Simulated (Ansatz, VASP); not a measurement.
**NaH in VASP and in Ansatz**

```xyz
2
Lattice="0.0000 2.4400 2.4400 2.4400 0.0000 2.4400 2.4400 2.4400 0.0000" Properties=species:S:1:pos:R:3 pbc="T T T"
Na    0.0000    0.0000    0.0000
H     2.4400    2.4400    2.4400
```

Alike in both runs: task relaxation of cell and atoms; functional PBE; k mesh 8 × 8 × 8; occupations gaussian, width 0.02 eV; no spin polarisation.

|  | VASP | Ansatz |
| --- | --- | --- |
| version | VASP 6.6.1 | Ansatz 0.2.0 |
| potentials or method | VASP PAW PBE potentials, release 64 (Na_pv, H) | scalar-relativistic, plane waves, PAW |
| plane-wave cutoff (eV) | 600 | 420 |
| valence electrons in the cell | 8 | 10 |

Ansatz gave:

| Property | Result |
| --- | --- |
| gap on the k mesh at the Fermi level, each at its own relaxed structure (eV) | 3.76 |
| relaxed volume (Å³/atom) | 14.10 |
| relaxed cell length with the largest relative difference (Å) | 3.417 |

Which values does VASP return?

gap on the k mesh at the Fermi level, each at its own relaxed structure (eV): 3.76; relaxed volume (Å³/atom): 14.09; relaxed cell length with the largest relative difference (Å): 3.416.

The two sets of potentials don't hold the same shells in valence.

A k mesh can miss the band edges.
